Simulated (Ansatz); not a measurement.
Here is an unrelaxed guess for Bi4Se3.

```cif
data_structure
_symmetry_space_group_name_H-M 'Pm-3m'
_symmetry_Int_Tables_number 221
_cell_length_a 6.0519
_cell_length_b 6.0519
_cell_length_c 6.0519
_cell_angle_alpha 90.000
_cell_angle_beta 90.000
_cell_angle_gamma 90.000
_cell_volume 221.66
loop_
_atom_site_label
_atom_site_type_symbol
_atom_site_symmetry_multiplicity
_atom_site_Wyckoff_symbol
_atom_site_fract_x
_atom_site_fract_y
_atom_site_fract_z
_atom_site_occupancy
Bi1 Bi 3 d 0.50000 0.00000 0.00000 1
Bi2 Bi 1 a 0.00000 0.00000 0.00000 1
Se1 Se 3 c 0.00000 0.50000 0.50000 1
```

Method: DFT PBE, scalar-relativistic, plane waves, PAW (Ansatz 0.2.0). Plane waves to 420 eV, a k mesh through Γ of 4×4×4 on the computed 7-atom cell and Gaussian smearing (0.10 eV); no spin polarisation.

Formation energies are uncorrected and refer to the elements' standard structures at the same level.

Problem. What does a single point on this coarse mesh give?

Solution. The pressure is 1.7 GPa (it wants to expand), the largest force is 0.00 eV/Å (symmetry fixes the atoms), and the energy is −0.01 eV/atom against the elements. The shortest distance is 3.03 Å.

Problem. How much does it gain on relaxing, and where does it end?

Solution. Relaxing gains under 0.1 eV/atom (the start's value is from the coarse mesh, so the gain is rough) in 8 ionic steps and ends at −0.02 eV/atom on the finer mesh. The symmetry stays Pm-3m (No. 221). The volume per atom grows by 3.7 %, from 31.7 to 32.8 Å³. The shortest distance goes from 3.03 Å (Bi–Se and Bi–Bi) to 3.06 Å (Bi–Se and Bi–Bi). Conventional cell: a = 6.125 Å. Around Bi on a site of symmetry 4/mmm lie 2 Bi at 3.06 Å and 4 Se at 3.06 Å; Bi on a site of symmetry m-3m has 6 Bi at 3.06 Å; Se is surrounded by 4 Bi at 3.06 Å.

The last run used a 6×6×6 mesh for its 7-atom cell and Gaussian smearing of 0.10 eV. Spin–orbit coupling, which can matter for Bi, is left out. The reference form of Se is held partly by dispersion forces, which this level lacks. The relaxation can't lower the symmetry of the start. Symmetry constrained the relaxation, so the result can be a saddle point.
